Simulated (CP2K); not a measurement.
BaTiO3:

```
Ba Ti O
1.0
     4.00730    0.00000    0.00000
     0.00000    4.00730    0.00000
     0.00000    0.00000    8.01460
Ba Ti O
2 2 6
Direct
  0.57741 0.59500 0.23992
  0.51332 0.45608 0.76365
  0.03541 0.99821 0.01324
  0.94999 0.97117 0.51853
  0.56907 0.92563 0.97977
  0.42933 0.96655 0.50053
  0.96890 0.59557 0.98415
  0.95413 0.46286 0.52367
  0.96185 0.01025 0.22399
  0.04058 0.01868 0.75255
```

The cell isn't the ideal one: all atoms moved at random.

Base run:

| Quantity | Value |
| --- | --- |
| Program | CP2K 2026.2 |
| Functional | PBE |
| Potentials or basis | GTH_POTENTIALS Ba GTH-PBE-q10, Ti GTH-PBE-q12, O GTH-PBE-q6; DZVP-MOLOPT-SR-GTH basis |
| Density cutoff | 8163 eV |
| k mesh | 5 × 5 × 3 |
| Occupations | fermi-dirac, width 0.05 eV |
| Spin | no spin polarisation |

Its results: band gap on the k mesh 1.45 eV, direct; pressure 21.4 GPa; largest force 7.983 eV/Å.

Problem. The run is repeated on the same cell with these changes: functional from PBE to PBEsol. What comes out?

Solution. Band gap on the k mesh 1.44 eV, direct; pressure 15.9 GPa; largest force 7.776 eV/Å.

PBEsol binds more tightly than PBE, so the same cell stands under less pressure.

Caveats: spin-orbit coupling is left out, which moves the levels of the heavy elements; the basis of atomic orbitals isn't converged, which shifts pressures, moduli and gaps; forces of over 1 eV/Å show positions far from the minimum, so gaps and moduli don't describe the material at rest (some runs); the potentials were made for another functional, which shifts forces and pressure (some runs).

A k mesh can miss the band edges.
